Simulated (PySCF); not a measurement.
A species of formula C4H10O has this rotational fingerprint, computed with CAM-B3LYP/def2-SVPD in PySCF (dipole) on a GFN2-xTB geometry, gas phase:

```
Rotational constants : A = 7625, B = 3513, C = 2682 MHz
Dipole components    : |μa| = 1.23 D, |μb| = 0.57 D, |μc| = 1.14 D
Inertial defect      : -21.73 u·Å²
κ                    : -0.66
```

Question: Which candidate fits, each taken in the one conformer that was computed?
A. `[CH3:1][CH:2]([CH3:3])[CH2:4][OH:5]` with C1–C2–C4–O5 62°, C2–C4–O5–H 58°
B. `[CH3:1][CH2:2][CH2:3][O:4][CH3:5]` with C1–C2–C3–O4 180°, C2–C3–O4–C5 180°
C. `[CH3:1][CH2:2][O:3][CH2:4][CH3:5]` with C1–C2–O3–C4 180°, C2–O3–C4–C5 180° (diethyl ether)

Answer: A. It is CC(C)CO, an asymmetric top, point group C1. The candidates at the same level (rigid rotor, commonest isotopes):

| SMILES | A (MHz) | B (MHz) | C (MHz) | μa (D) | μb (D) | μc (D) | Δ (u·Å²) | point group | rotor |
| --- | --- | --- | --- | --- | --- | --- | --- | --- | --- |
| CC(C)CO | 7625 | 3513 | 2682 | 1.23 | 0.57 | 1.14 | -21.73 | C1 | asymmetric top |
| CCOCC | 18069 | 2248 | 2105 | 0.00 | 1.18 | 0.00 | -12.65 | C2v | near-prolate asymmetric top |
| CCCOC | 20068 | 2131 | 2024 | 0.09 | 1.19 | 0.00 | -12.66 | Cs | near-prolate asymmetric top |

`CCCOC` has A 163 % too high; `CCOCC` has A 137 % too high. No structure here is proved a minimum.
